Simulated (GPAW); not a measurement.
# SrO (Fm-3m) in GPAW: dielectric tensor with PBE

Aim: the dielectric tensor of SrO with PBE.

All numbers are computed with GPAW 26.7.0; they aren't measurements. Logs are shortened: lines on timing, memory, paths and dates and some standing lists are left out, and cuts for length are marked. The log counts tension as positive stress, the text compression.

**1. The crystal as given**

Symmetry: Fm-3m, No. 225, cubic system. Conventional cell: a = 5.133 Å, b = 5.133 Å, c = 5.133 Å, α = 90.00°, β = 90.00°, γ = 90.00°. Sr (site symmetry m-3m) has 6 O at 2.57 Å as nearest neighbours. O (site symmetry m-3m) has 6 Sr at 2.57 Å as nearest neighbours.

**2. Dielectric tensor, PBE**

Input file run.py:

```python
import numpy as np
from ase import Atoms
from ase.dft.bandgap import bandgap
from ase.io import write
from gpaw import GPAW, PW
from gpaw.response.df import DielectricFunction

atoms = Atoms(['Sr', 'O'],
              cell=[[0.0, 2.5663, 2.5663],
                    [2.5663, 0.0, 2.5663],
                    [2.5663, 2.5663, 0.0]],
              scaled_positions=[[0.5, 0.5, 0.5],
                                [0.0, 0.0, 0.0]],
              pbc=True)

calc = GPAW(mode=PW(600),
            xc='PBE',
            kpts={'size': (7, 7, 7), 'gamma': True},
            occupations={'name': 'fermi-dirac', 'width': 0.001},
            nbands=16,
            convergence={'density': 1e-06},
            maxiter=150,
            txt='gpaw.txt')
atoms.calc = calc
energy = atoms.get_potential_energy()
calc.write('gs.gpw')
write('result.traj', atoms)
print(f'Energy: {energy:.6f} eV')
print('Fermi level:', round(calc.get_fermi_level(), 4), 'eV')
print(f'Gap: {bandgap(calc)[0]:.4f} eV, direct: {bandgap(calc, direct=True)[0]:.4f} eV')

for size in [(16, 16, 16), (23, 23, 23)]:
    name = 'x'.join(str(n) for n in size)
    dense = calc.fixed_density(kpts={'size': size, 'gamma': True},
                               nbands=34, convergence={'bands': 28, 'eigenstates': 1e-7},
                               update_fermi_level=True, txt=f'dense-{name}.txt')
    dense.write(f'{name}.gpw', mode='all')
    df = DielectricFunction(f'{name}.gpw', frequencies=np.array([0.0]), hilbert=False, eta=0.001,
                            ecut=80, nbands=28, intraband=False, txt=f'df-{name}.txt')
    for xc in ['RPA', 'ALDA', 'LR0.1']:
        for direction in ['x', 'y', 'z', [0, 1, 1], [1, 0, 1], [1, 1, 0]]:
            e0, e = df.get_macroscopic_dielectric_constant(xc=xc, direction=direction)
            print(f'{name} {xc} {direction}: {e0:.4f} without, {e:.4f} with local fields')
```

Potentials or basis: GPAW PAW data sets (gpaw-data 1.2.1), pw.

The run is started by

```
$ OMP_NUM_THREADS=1 python run.py
```

gpaw.txt:

```text
__  _  _
 | _ |_)|_||  |
 |__||  | ||/\| - 26.7.0

Input parameters:
  mode=PW(ecut=600.0),
  convergence={'density': 1e-06},
  kpts=MonkhorstPack(size=(7, 7, 7), gamma=True),
  maxiter=150,
  nbands=16,
  occupations=Occupations(name='fermi-dirac', width=0.001),
  xc=XC(name='PBE')

Diagonalizing LCAO Hamiltonian
Converting LCAO to pw mode

               Sr

       O

Atoms  # Å, Bohr magnetons
|   | symbol |        x |        y |        z |    initial magnetic moments |
|---|--------|----------|----------|----------|-----------------------------|
| 0 |     Sr | 2.566300 | 2.566300 | 2.566300 | ( 0.0000,  0.0000,  0.0000) |
| 1 |      O | 0.000000 | 0.000000 | 0.000000 | ( 0.0000,  0.0000,  0.0000) |

Unit cell  # Å
| periodic |        x |        y |        z |  lengths |    angles |
|----------|----------|----------|----------|----------|-----------|
|      yes | 0.000000 | 2.566300 | 2.566300 | 3.629296 | 60.000000 |
|      yes | 2.566300 | 0.000000 | 2.566300 | 3.629296 | 60.000000 |
|      yes | 2.566300 | 2.566300 | 0.000000 | 3.629296 | 60.000000 |

Number of symmetries: 48
Symmetry operations  # r_c * U_cc + t_c -> r_c
|    | kind |            matrix            |
|----|------|------------------------------|
|  0 |  σ   |  1, 0, 0,  1, 0,-1,  1,-1, 0 |
|  1 |  C2  |  1, 0, 0,  1,-1, 0,  1, 0,-1 |
|  2 |  E   |  1, 0, 0,  0, 1, 0,  0, 0, 1 |
|  3 |  σ   |  1, 0, 0,  0, 0, 1,  0, 1, 0 |
|  4 |  C4  |  1, 0,-1,  1, 0, 0,  1,-1, 0 |
|  5 |  S6  |  1, 0,-1,  1,-1, 0,  1, 0, 0 |
|  6 |  σ   |  1, 0,-1,  0, 1,-1,  0, 0,-1 |
|  7 |  C3  |  1, 0,-1,  0, 0,-1,  0, 1,-1 |
|  8 |  S6  |  1,-1, 0,  1, 0, 0,  1, 0,-1 |
|  9 |  C4  |  1,-1, 0,  1, 0,-1,  1, 0, 0 |
| 10 |  C3  |  1,-1, 0,  0,-1, 1,  0,-1, 0 |
| 11 |  σ   |  1,-1, 0,  0,-1, 0,  0,-1, 1 |
| 12 |  σ   |  0, 1, 0,  1, 0, 0,  0, 0, 1 |
| 13 |  C4  |  0, 1, 0,  0, 1,-1, -1, 1, 0 |
| 14 |  C3  |  0, 1, 0,  0, 0, 1,  1, 0, 0 |
| 15 |  S6  |  0, 1, 0, -1, 1, 0,  0, 1,-1 |
| 16 |  C2  |  0, 1,-1,  1, 0,-1,  0, 0,-1 |
| 17 |  σ   |  0, 1,-1,  0, 1, 0, -1, 1, 0 |
| 18 |  S4  |  0, 1,-1,  0, 0,-1,  1, 0,-1 |
| 19 |  C4  |  0, 1,-1, -1, 1, 0,  0, 1, 0 |
| 20 |  C3  |  0, 0, 1,  1, 0, 0,  0, 1, 0 |
| 21 |  σ   |  0, 0, 1,  0, 1, 0,  1, 0, 0 |
| 22 |  S6  |  0, 0, 1,  0,-1, 1, -1, 0, 1 |
| 23 |  C4  |  0, 0, 1, -1, 0, 1,  0,-1, 1 |
| 24 |  S4  |  0, 0,-1,  1, 0,-1,  0, 1,-1 |
| 25 |  C3  |  0, 0,-1,  0, 1,-1,  1, 0,-1 |
| 26 |  C2  |  0, 0,-1,  0,-1, 0, -1, 0, 0 |
| 27 |  S6  |  0, 0,-1, -1, 0, 0,  0,-1, 0 |
| 28 |  S4  |  0,-1, 1,  1,-1, 0,  0,-1, 0 |
| 29 |  C4  |  0,-1, 1,  0, 0, 1, -1, 0, 1 |
| 30 |  C2  |  0,-1, 1,  0,-1, 0,  1,-1, 0 |
| 31 |  σ   |  0,-1, 1, -1, 0, 1,  0, 0, 1 |
| 32 |  C3  |  0,-1, 0,  1,-1, 0,  0,-1, 1 |
| 33 |  S6  |  0,-1, 0,  0, 0,-1, -1, 0, 0 |
| 34 |  S4  |  0,-1, 0,  0,-1, 1,  1,-1, 0 |
| 35 |  C2  |  0,-1, 0, -1, 0, 0,  0, 0,-1 |
| 36 |  C2  | -1, 1, 0,  0, 1, 0,  0, 1,-1 |
| 37 |  S6  | -1, 1, 0,  0, 1,-1,  0, 1, 0 |
| 38 |  S4  | -1, 1, 0, -1, 0, 1, -1, 0, 0 |
| 39 |  C3  | -1, 1, 0, -1, 0, 0, -1, 0, 1 |
| 40 |  S6  | -1, 0, 1,  0, 0, 1,  0,-1, 1 |
| 41 |  C2  | -1, 0, 1,  0,-1, 1,  0, 0, 1 |
| 42 |  C3  | -1, 0, 1, -1, 1, 0, -1, 0, 0 |
| 43 |  S4  | -1, 0, 1, -1, 0, 0, -1, 1, 0 |
| 44 |  C2  | -1, 0, 0,  0, 0,-1,  0,-1, 0 |
| 45 |  i   | -1, 0, 0,  0,-1, 0,  0, 0,-1 |
| 46 |  σ   | -1, 0, 0, -1, 1, 0, -1, 0, 1 |
| 47 |  C2  | -1, 0, 0, -1, 0, 1, -1, 1, 0 |

BZ-sampling:
  Number of BZ points: 343
  Number of IBZ points: 20

  Monkhorst-Pack size: [7, 7, 7]
  Monkhorst-Pack shift: [0, 0, 0]

K-points  # in reciprocal-cell coordinates
|     |                                coordinates |     weight |
|-----|--------------------------------------------|------------|
|   0 | (  0.00000000,   0.00000000,   0.00000000) | 0.00291545 |
|   1 | (  0.14285714,   0.14285714,   0.00000000) | 0.01749271 |
|   2 | (  0.14285714,   0.14285714,   0.14285714) | 0.02332362 |
|   3 | (  0.28571429,   0.14285714,   0.14285714) | 0.03498542 |
|   4 | (  0.28571429,   0.28571429,   0.00000000) | 0.01749271 |
|   5 | (  0.28571429,   0.28571429,   0.14285714) | 0.06997085 |
|   6 | (  0.28571429,   0.28571429,   0.28571429) | 0.02332362 |
|   7 | (  0.42857143,  -0.28571429,  -0.28571429) | 0.03498542 |
|   8 | (  0.42857143,   0.28571429,  -0.42857143) | 0.13994169 |
|   9 | (  0.42857143,   0.28571429,  -0.28571429) | 0.06997085 |
| ... |                                            |            |
|  19 | (  0.42857143,   0.42857143,   0.42857143) | 0.02332362 |

Plane wave coefficients: 1143
Cutoff: 600.0 eV

Spin-components: 1 (collinear spins)
Bands:           16
Projectors:      10
Spin-degeneracy: 2
Datatype:        complex128

Parallelization:
  kpt:    1
  domain: 1
  band:   1

Density:
  Valence electrons: 16.0
  Components: 1
  Grid points: [21 21 21]
  Charge: 0.0  # |e|

Potential:
  Grid points: [21 21 21]

species:
  Sr:
    name:    Strontium
    Z:       38.0
    valence: 10
    core:    28
    charge:  0.0  # [|e|]
    compensation charges:
      type: gauss
      rc: 0.40  # [Å]
      lmax: 2
    cutoffs:
      filter: 2.39  # [Å]
      core: 1.85  # [Å]
    projectors
    | kind |    occ | energy [eV] | rcut [Å] |
    |------|--------|-------------|----------|
    |   4s |  2.000 |     -40.883 |    1.291 |
    |   5s |  2.000 |      -3.525 |    1.291 |
    |   4p |  6.000 |     -22.826 |    1.291 |
    |    p |        |       4.386 |    1.291 |
    |    d |        |       0.000 |    1.254 |

    Using partial waves for Sr as LCAO basis

  O:
    name:    Oxygen
    Z:       8.0
    valence: 6
    core:    2
    charge:  0.0  # [|e|]
    compensation charges:
      type: gauss
      rc: 0.21  # [Å]
      lmax: 2
    cutoffs:
      filter: 1.17  # [Å]
      core: 0.83  # [Å]
    projectors
    | kind |    occ | energy [eV] | rcut [Å] |
    |------|--------|-------------|----------|
    |   2s |  2.000 |     -23.961 |    0.688 |
    |   2p |  4.000 |      -9.029 |    0.598 |
    |    s |        |       3.251 |    0.688 |
    |    p |        |      18.182 |    0.598 |
    |    d |        |       0.000 |    0.619 |

    Using partial waves for O as LCAO basis

Reference energy: -88537.622309  # eV

eigensolver:
  PPCG
  Converge bands: occupied
  niter=2

density mixing:
  MSR1-Mixer
  Pratt-step length: 0.05
  Maximum mixing coefficient: 0.75
  Old densities: 10
  SVD Regularization: 0.005
  Good broyden scale: 1.0
  Trust region scale: 1.0
  Backstep threshold: 4.0
  History deletion threshold: 6.0
  Fourier metric: weight=20.0, sigma=0.015

occupation numbers:
  Fermi-Dirac:
    width: 0.0010  # eV

poisson solver:
  ecut: 4800.0  # eV

xc functional:
  name: PBE with 2 nearest neighbor stencil

convergence criteria:
- Maximum integral of absolute [dens]ity change: 1e-06 electrons / valence electron
- Maximum [total energy] change in last 3 cyles: 0.0005 eV / valence electron
- Maximum integral of absolute [eigenst]ate change: 4e-08 eV^2 / valence electron
maximum number of iterations: 150

SCF iterations
|iter     | |      energy | eigst |  dens |
|---------|-|-------------|-------|-------|
|iter:   1| |  -13.751633 | +0.27 |       |
|iter:   2| |  -13.259707 | -2.02 | -0.92 |
|iter:   3| |  -12.202425 | -1.27 | -0.98 |
|iter:   4| |  -12.197547 | -2.79 | -1.44 |
|iter:   5| |  -12.208782 | -3.18 | -1.65 |
|iter:   6| |  -12.208591 | -4.80 | -2.65 |
|iter:   7| |  -12.208664c| -5.46 | -3.04 |
|iter:   8| |  -12.208670c| -6.66 | -3.58 |
|iter:   9| |  -12.208670c| -7.50c| -4.62 |
|iter:  10| |  -12.208670c| -7.84c| -5.06 |
|iter:  11| |  -12.208670c| -8.82c| -5.98 |
|iter:  12| |  -12.208670c| -9.70c| -6.58c|

Converged in 12 steps
Energy contributions relative to reference atoms: (reference = -88537.622309)

Energy contributions:
  Kinetic:          16.013688
  Coulomb:         -12.995676
  Zero:             -0.185137
  External:          0.000000
  Xc:              -15.041546
  Entropy:          -0.000000
  Spinorbit:         0.000000
  ----------------------------
  Free energy:     -12.208670
  Extrapolated:    -12.208670

dipole moment: (-14.424292, -14.424292, -14.424292)  # |e|*Ang

Fermi level: 5.827
Eigenvalues  # (at kpt = [0.000, 0.000, 0.000])
| band index |      eig [eV] | occ [0-2] |
|------------|---------------|-----------|
|          0 |       -27.101 |     2.000 |
|          1 |        -9.892 |     2.000 |
|          2 |        -8.756 |     2.000 |
|          3 |        -8.756 |     2.000 |
|          4 |        -8.756 |     2.000 |
|          5 |         5.153 |     2.000 |
[... 8 lines left out ...]
|         14 |        17.651 |     0.000 |
|         15 |        28.474 |     0.000 |

Gap: 3.454 eV
Transition (v -> c):
  (s=0, k=0, n=7, [0.00, 0.00, 0.00]) -> (s=0, k=16, n=8, [0.43, 0.43, 0.00])
Direct/indirect transitions are different
Direct gap: 3.539 eV
Transition at: (s=0, k=16, n=7, [0.43, 0.43, 0.00])
# Writing to gs.gpw (mode='')
```

Run time: 4 min. Hardware: 1 thread of Intel Xeon 6975P-C (Granite Rapids), shared host; peak memory 1.2 GiB.

What came out:

- Free energy: -12.2087 eV
- Band gap on the k mesh: 3.45 eV, indirect (least direct gap 3.54 eV)
- Electronic dielectric tensor (diagonal): 3.53

Electronic dielectric tensor:
```
3.53 0.00 0.00
0.00 3.53 0.00
0.00 0.00 3.53
```

Caveat: the long-wavelength limit can be off by a per cent or two; an odd mesh through Γ misses points on the zone boundary, where band edges often lie. A hybrid or GW would open this gap; PBE tends to underestimate it.
